MoTe₂ is a stack of three-storey layers, each with a plane of Mo between two planes of Te. In the vibration frozen in here, the two Te planes of every layer slide in opposite directions and the Mo atoms stay where they are. The amplitude x is the distance that each Te atom has moved, and its sign tells which plane goes which way. The energy change E is counted for a cell with four Te atoms. The force along the mode, F, adds up the push on all of them along the pattern.

One vibration of MoTe₂ (P6₃/mmc, six-atom cell fixed at a = 3.494, c = 14.008 Å) is frozen in at several amplitudes, using Ansatz 0.2.0 (PBEsol DFT, scalar-relativistic PAW, no spin polarisation). The plane-wave cutoff is 420 eV, the k mesh 12×12×2 and the Gaussian smearing 0.05 eV. Free energies are relative to the undisturbed cell; pressure is positive in compression.

```csv
amplitude (Å of the largest displacement),energy change (meV a cell),force along mode (eV/Å),pressure (GPa),gap on mesh (eV)
-0.3,1154.7,7.628,2.83,0.497
-0.15,290.5,3.866,0.71,0.715
0,0.0,0.000,0.00,0.773
0.075,72.7,-1.939,0.18,0.763
0.225,652.0,-5.768,1.60,0.614
```

### 1. The top two rows: what does halving the displacement do?

Going from −0.3 to −0.15 Å halves the force and cuts the energy and the pressure to about a quarter. This is how a spring behaves. In the limit of a tiny displacement it has to be so: the undisturbed crystal exerts no force along the mode, so the energy can't begin with a term in x and begins with x². The force is the slope of that energy and grows as x itself. The pressure follows x² for a further reason: the stiffness depends on the volume. A positive pressure means that the spring would weaken if the crystal expanded.

### 2. The row at zero: is the undisturbed crystal stable against this motion?

Yes, along this one path. The force is positive where x is negative and negative where x is positive, so it points back to zero in every displaced row. A crystal that wanted to distort this way would show a force pointing outwards near zero and a lower energy on either side. Stability against other motions would need other scans.

### 3. The row at 0.075 Å: could its energy have been guessed from the frequency?

The same level of theory gives this vibration a wavenumber of 117.4 cm⁻¹. The square of the angular frequency ω is a stiffness divided by a mass, so the stiffness can be recovered if the moving mass is known. Only the four Te atoms move, and together they weigh about 510 atomic mass units. The energy is then E = ½mω²x², in these steps:

- ω = 2π × 3.0·10¹⁰ cm/s × 117.4 cm⁻¹ ≈ 2.2·10¹³ s⁻¹
- m ≈ 510 atomic mass units ≈ 8.5·10⁻²⁵ kg
- ½mω², converted from J/m², ≈ 12.9 eV/Å²
- E ≈ 12.9 eV/Å² × (0.075 Å)² ≈ 73 meV

The table has 72.7 meV. The agreement shows that frequency and scan describe the same spring. It doesn't show that the spring is right for real MoTe₂, because both come from the same functional.

The steps also tell what a change of mass would do. Heavier Mo atoms would leave this frequency alone, since they don't move, while heavier Te atoms would lower it.

### 4. The last row: is one direction harder than the other?

The energy at −0.3 Å is 1.77 times that at 0.225 Å, which might look like a lopsided spring. But the squares of the two amplitudes differ by a factor of 1.78, so the size of the displacement accounts for nearly all of it. The small remainder is the softening of question 5, not a difference between the directions, because symmetry forbids one. A mirror lies in the Mo plane, and reflection in it exchanges the two Te planes, which turns x into −x. Both directions must cost the same.

The single atoms are less even-handed. At −0.3 Å, a Te atom of one plane is pushed back with 2.24 eV/Å and one of the other plane with only 1.58 eV/Å. At 0.225 Å the roles are exchanged. The difference between the planes grows as x², so each Te atom feels a lopsided spring.

The likely reason lies in the bonds. Each Te atom rests in a hollow formed by three Mo atoms. If it slides one way, it heads almost straight for one of them; if it slides the opposite way, it heads for the gap between the other two. On the first way one bond is squeezed strongly and the other two are stretched less; on the second, one is stretched strongly and the other two are squeezed less. A bond resists compression more strongly than stretching, so the first direction is harder. The calculation doesn't split the force into bonds, but it does show the shortest distance falling from 2.71 to 2.50 Å at −0.3 Å.

In this crystal the two Te atoms of a layer sit directly above each other, over the same kind of hollow. As they slide in opposite directions, one takes the hard way while its partner takes the easy way. In the sum over both planes the lopsided parts cancel. The perfectly even spring in the table is thus made of uneven ones.

### 5. Back to the large amplitudes: does the spring harden or soften?

With the x³ term cancelled, the first departure from a plain spring is a term in x⁴. Write E = ax² + bx⁴, so that F = −2ax − 4bx³. Then −Fx/2 − E leaves bx⁴ alone, and a single row is enough to find it, provided that still higher terms are small. At −0.3 Å it comes to −10.5 meV, about 0.9 % of the energy. The −3.1 meV found at 0.225 Å would grow to about −9.8 meV if scaled up as x⁴, so higher terms already have a small share. The spring softens, though barely.

Softening may surprise, since some bonds are being squeezed. The opposite limit makes it plausible. If the Te planes slid much further, they would pass close over the next Mo atoms or between them and come to further hollows, because the crystal repeats itself. The energy of such sliding stays finite, while a parabola climbs for ever, so the true curve must at some point fall below the parabola. This argument doesn't fix the sign at small x; there the numbers decide, and they show a slight softening. Squeezed bonds tend to stiffen the motion and stretched ones to soften it, so a small remainder of either sign would be no surprise.

### 6. Which rows can show the softening at all?

A term in x⁴ fades quickly. From 0.3 to 0.075 Å the amplitude falls by a factor of 4, and x⁴ falls by 4⁴ = 256. The 10.5 meV shrink to about 0.04 meV, less than the last printed digit of the energy can carry. The smallest displacement is therefore the best place to read the stiffness and the worst place to look for departures from it. The output after this text lists the x⁴ part of each row beside its rounding limit: only the three larger displacements stand clear of it.

Heat alone seldom drives the atoms as far as the largest displacements. At room temperature, classical motion in one direction holds on average about 13 meV of potential energy per atom. The row at 0.075 Å costs 18 meV per Te atom, the row at −0.3 Å nearly 290 meV. For ordinary thermal motion along this pattern, then, a plain spring is a good description. Its stiffness may still be off by some per cent, because the functional is approximate and the PAW datasets used with it were made for another one, PBE.

### 7. What would change if the rest of the crystal could respond?

Only the Te atoms were moved, and only along the pattern. At −0.3 Å each Mo atom feels a sideways force of 0.93 eV/Å, because its upper and lower Te neighbours no longer push equally. This is the lopsidedness of question 4 again, seen from the Mo side, and it too grows as x².

The Te atoms, for their part, are pushed away from the Mo plane, with 0.65 eV/Å in one plane and 0.87 eV/Å in the other.

If all these atoms were free to follow, they would shift roughly in proportion to the forces. The energy gained is half of force times shift, so it would grow as x² times x², which is x⁴. The stiffness at small x would stay the same, but the softening would become stronger. The 0.9 % therefore belongs to the frozen path. How much relaxation would add was not calculated, but with forces this large it is expected to outweigh the frozen softening several times.

The cell was held fixed as well. The positive pressure means that the distorted crystal would like to expand, but the single figure averages over directions. At −0.3 Å the stress along the stacking direction is 4.4 times the mean stress within the layers. A free crystal would be pushed to grow mainly in thickness. Most of that growth is expected inside the layers, whose Te atoms are already pushed outwards, and not in the gaps between them. The width of the gaps is uncertain for another reason: PBEsol leaves out the long-range dispersion forces that help to hold the layers together.

### 8. The last column: does the gap follow the same rule?

In part. The gap shrinks as the displacement grows, whichever its sign, from 0.773 eV at rest to 0.497 eV at −0.3 Å. The mirror demands that x and −x give the same gap, so the simplest expectation is a fall in proportion to x².

The numbers depart from that. Divided by x², the fall is about 1.8 eV/Å² at 0.075 Å and about 3.1 eV/Å² in the two largest displacements, a change well beyond the rounding. The total energy sums over all occupied states, whereas the gap depends on just two, the highest filled and the lowest empty one. If another state takes over as the band edge, the gap changes its pace while the energy runs on smoothly. Whether this happens here is open, because the states at the edges were not identified. It can't be the whole story. If every state moved strictly as x², a takeover could only quicken the fall, yet divided by x² the fall is slightly smaller at −0.3 Å than at 0.225 Å. Terms beyond x² must play a part.

The gap is also the least certain column in absolute terms. It is read on a mesh of k points that can miss the true band edges, this kind of functional usually gives gaps that are too small, and spin–orbit coupling, which matters for the band edges of MoTe₂, is left out. The narrowing is a result of the calculation; the size of the gap, even in its first digit, should not be carried over to a real sample.

Output of the analysis:

```
Scaled by amplitude (row 0 has no meaning):
    row  energy/x2 eV/Å2  -force/2x eV/Å2  pressure/x2 GPa/Å2
   -0.3            12.83            12.71               31.44
  -0.15            12.91            12.89               31.56
    0.0                0                0                   0
  0.075            12.92            12.93                  32
  0.225            12.88            12.82                31.6
Harmonic estimate and quartic part in meV a cell:
    row  harmonic energy  estimate less computed  quartic part from force and energy  rounding limit of quartic part
   -0.3             1165                   10.17                               -10.5                           0.125
  -0.15            291.2                  0.7182                               -0.55                          0.0875
    0.0                0                       0                                   0                            0.05
  0.075             72.8                  0.1046                              0.0125                         0.06875
  0.225            655.2                   3.241                                -3.1                          0.1063
Forces on single atoms in eV/Å:
    row  Te of first plane along its pattern  Te of second plane along its pattern  difference/x2  Mo in-plane force/x2
   -0.3                                1.579                                 2.235          7.294                 10.39
  -0.15                               0.8839                                 1.049          7.341                 10.46
    0.0                                    0                                     0              0                     0
  0.075                              -0.5053                                -0.464          7.341                 10.47
  0.225                               -1.627                                -1.257           7.32                 10.43
Gap and energy per Te:
    row  fall of gap meV  fall/x2 eV/Å2  energy per Te meV
   -0.3              276          3.067              288.7
  -0.15               58          2.578              72.62
    0.0                0              0                  0
  0.075               10          1.778              18.18
  0.225              159          3.141                163
energy at -0.3 over energy at -0.15: 3.975
force at -0.3 over force at -0.15: 1.973
energy at -0.3 over energy at 0.225: 1.771
square of the amplitude ratio 0.3 to 0.225: 1.778
quartic part at -0.3 in percent of the energy: -0.9093
stress along c over mean in-plane stress at -0.3: 4.399
half of kT at 300 K in meV: 12.93
```
